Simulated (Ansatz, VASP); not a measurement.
One calculation of Tl, two programs

The input INCAR:

```
SYSTEM = Tl
PREC = Accurate ; ENCUT = 520
EDIFF = 1E-7 ; ISMEAR = -1
SIGMA = 0.05 ; LREAL = .False.
LASPH = .True. ; NELM = 100
ALGO = Normal ; ISIF = 2
LWAVE = .False. ; LCHARG = .False.
GGA = PE ; NBANDS = 20
```

KPOINTS

```
regular mesh
0
Gamma
  9 9 5
  0 0 0
```

Contents of POSCAR:

```
Tl
1.0
    3.5237819143      0.0000000000      0.0000000000
   -1.7618909571      3.0516846552      0.0000000000
    0.0000000000      0.0000000000      5.6333608439
Tl
2
Direct
    0.6666666667      0.3333333333      0.7500000000
    0.3333333333      0.6666666667      0.2500000000
```

File input.yaml:

```yaml
crystal:
  lattice:
    - [3.5237819143, 0.0, 0.0]
    - [-1.7618909571, 3.0516846552, 0.0]
    - [0.0, 0.0, 5.6333608439]
  atoms:
    - { symbol: Tl, position: [0.6666666667, 0.3333333333, 0.75] }
    - { symbol: Tl, position: [0.3333333333, 0.6666666667, 0.25] }
hamiltonian:
  xc: pbe
  pseudopotentials: { kind: paw }
kpoints:
  mp_grid: { grid: [9, 9, 5] }
scf:
  occupations: { method: fermi_dirac, width: 0.05 }
output:
  forces: true
  stress: true
  eigenvalues: true
```

Change from the starting cell: volume scaled by 1.06.

Alike in both runs: task single point; functional PBE; k mesh 9 × 9 × 5; occupations fermi-dirac, width 0.05 eV; no spin polarisation.

|  | VASP | Ansatz |
| --- | --- | --- |
| version | VASP 6.6.1 | Ansatz 0.2.0 |
| potentials or method | VASP PAW PBE potentials, release 64 (Tl_d) | Ansatz PAW |
| plane-wave cutoff (eV) | 520 | 420 |
| valence electrons in the cell | 26 | 26 |

VASP gave:

| Property | Result |
| --- | --- |
| gap on the k mesh at the Fermi level (eV) | none |
| pressure (GPa) | 1.2 |
| largest component of the traceless stress (GPa) | 0.61 |

What did Ansatz give for the same quantities?

gap on the k mesh at the Fermi level (eV): none; pressure (GPa): 1.2; largest component of the traceless stress (GPa): 0.62.

A gap of «none» marks a metal or a gap that the smearing closes.

Spin-orbit coupling is left out, which matters for the levels of Tl.
